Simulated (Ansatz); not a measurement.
Rocksalt ZnO, relaxed with r2SCAN in Ansatz. The symmetry is Fm-3m (No. 225, cubic); conventional cell a = 4.268 Å, 9.72 Å³ an atom. Zn has 6 O at 2.13 Å; O has 6 Zn at 2.13 Å.

The axes x, y and z are those of this cell:
```xyz
2
Lattice="0.0000 2.1338 2.1338 2.1338 0.0000 2.1338 2.1338 2.1338 0.0000" Properties=species:S:1:pos:R:3 pbc="T T T"
Zn    0.0000    0.0000    0.0000
O     2.1338    2.1338    2.1338
```

Unstrained: PBE gives an indirect gap of 0.950 eV, from L to Γ; the least direct gap is 2.350 eV at Γ. With r2SCAN the valence top lies at L and the conduction bottom at Γ, 1.567 eV higher; the smallest vertical gap, at Γ, is 3.005 eV. HSE06 gives an indirect gap of 2.739 eV, from L to Γ; the least direct gap is 3.959 eV at Γ. Meshes: PBE 10×10×10, r2SCAN 10×10×10, HSE06 8×8×8. Strains are changes of length per length. After each strain the atoms were relaxed again with r2SCAN within the symmetry that the strain leaves, so tilts or polar shifts that break it weren't tested; points keep the names that they have in the unstrained zone. All values are calculated for a non-magnetic cell, which may be hypothetical.

Question: Estimate what uniaxial +5.76 % along z, other directions held does to the gap.

Answer: PBE: the gap goes from 0.950 to 0.570 eV (-0.380 eV). r2SCAN: the gap goes from 1.567 to 1.161 eV (-0.406 eV). HSE06: the gap goes from 2.739 to 2.281 eV (-0.458 eV). The r2SCAN energy rises by 21.1 meV an atom.

Question: One strain changed the r2SCAN stress by xx +6.55, yy +6.55, zz +6.55, xy +1.96, xz +1.96, yz +1.96 GPa (compression positive) and the gap by +0.128 eV (PBE), +0.139 eV (r2SCAN), +0.165 eV (HSE06). Which kind of strain was it, and roughly how large?

Answer: Uniaxial -3.14 % along [111], other directions held. The pattern of the stress gives the kind; the size needs the stiffness, so it is an estimate.

Question: Estimate what epitaxial -0.84 % in the xy plane, free normal strain +1.05 % does to the gap.

Answer: PBE: the gap goes from 0.950 to 0.925 eV (-0.025 eV). r2SCAN: the gap goes from 1.567 to 1.541 eV (-0.026 eV). HSE06: the gap goes from 2.739 to 2.719 eV (-0.020 eV). The r2SCAN energy rises by 1.0 meV an atom.

The meshes of the hybrids are coarse, so their gaps aren't converged to the digits shown.
